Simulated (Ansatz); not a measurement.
Runs of Ansatz 0.2.0 on NiO. The structure is cubic, space group F-43m (No. 216). Conventional cell: a = 4.481 Å, b = 4.481 Å, c = 4.481 Å, α = 90.00°, β = 90.00°, γ = 90.00°. Ni (site symmetry -43m) has 4 O at 1.94 Å as nearest neighbours. O (site symmetry -43m) has 4 Ni at 1.94 Å as nearest neighbours. The cell was built by a generator and needn't be a form met in nature.

| level | gap on the mesh (eV) | pressure (GPa) | moment (μB) |
| --- | --- | --- | --- |
| revPBE | none | (b) | 1.93 |
| PBEsol | none | -8.3 | 1.83 |
| BLYP | none | 5.5 | (c) |
| LDA | none | -15.2 | 1.71 |
| RPBE | none | 5.2 | (a) |

Alike in all rows: task band structure; potentials or basis Ansatz PAW; spin collinear, ferromagnetic start; cell as given; k mesh 7 × 7 × 7; cutoff (eV) 420; smearing fermi-dirac 0.05 eV.

Task: Estimate the missing entries.

Result: (a) 1.95; (b) 3.7; (c) 1.88.

Caveats: a cell with one magnetic atom can't hold antiferromagnetic order, which such compounds often take; semilocal functionals often make such compounds metallic where correlation or magnetic order opens a gap, which also shifts bond lengths; the PAW data sets come from PBE, with cores solved anew for the run's functional, which leaves a small shift of forces and pressure.

A gap of «none» marks a metal or a gap under the smearing width.

Runs at the PBE level aren't shown here.
